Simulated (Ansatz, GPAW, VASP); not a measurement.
**Fitting the PBEsol energy curve of CsPbBr3**

```
Pb Cs Br
1.0
     5.87000    0.00000    0.00000
     0.00000    5.87000    0.00000
     0.00000    0.00000    5.87000
Pb Cs Br
1 1 3
Direct
  0.50000 0.50000 0.50000
  0.00000 0.00000 0.00000
  0.50000 0.50000 0.00000
  0.50000 0.00000 0.50000
  0.00000 0.50000 0.50000
```

Measurements of this composition are mostly on another form, of space group No. 62.

The cell was scaled at fixed shape and fractions and run with Ansatz, Ansatz PAW, cutoff 420 eV; PBEsol, k mesh 5 × 5 × 5 on the cell of 5 atoms, fermi-dirac occupations of 0.05 eV, no spin polarisation, no spin-orbit coupling. The potentials were made for PBE. Energies are those that the program minimises, any entropy of the smearing included.

```csv
V (Å³/atom),energy over the lowest row (meV/atom)
38.0253,10.275
38.8343,4.245
39.6434,0.917
40.4524,0.000
41.2614,?
42.0705,4.366
42.8795,9.214
```

Fit the third-order Birch-Murnaghan form, give V0, B0 and B′, and predict the energy left open.

With y = (V0/V)^(2/3), E = E0 + (9 V0 B0/16) [(y - 1)³ B′ + (y - 1)² (6 - 4y)]. Least squares through the rows shown give V0 = 40.3791 Å³/atom, E0 = -0.010 meV, B0 = 21.41 GPa (1 eV/Å³ = 160.218 GPa) and B′ = 4.74, with a largest miss of 0.002 meV. At V = 41.2614 the form with these constants gives 1.226 meV; the run gave 1.226 meV an atom. Other set-ups at this level, from all their volumes (Å³/atom, GPa): GPAW, PAW data sets generated for this functional: V0 40.316, B0 21.46; Ansatz, all-electron LAPW, scalar-relativistic: V0 40.384, B0 21.4; VASP, PBE PAW files Br, Cs_sv, Pb_d, 520 eV (made for PBE): V0 40.417, B0 21.38.
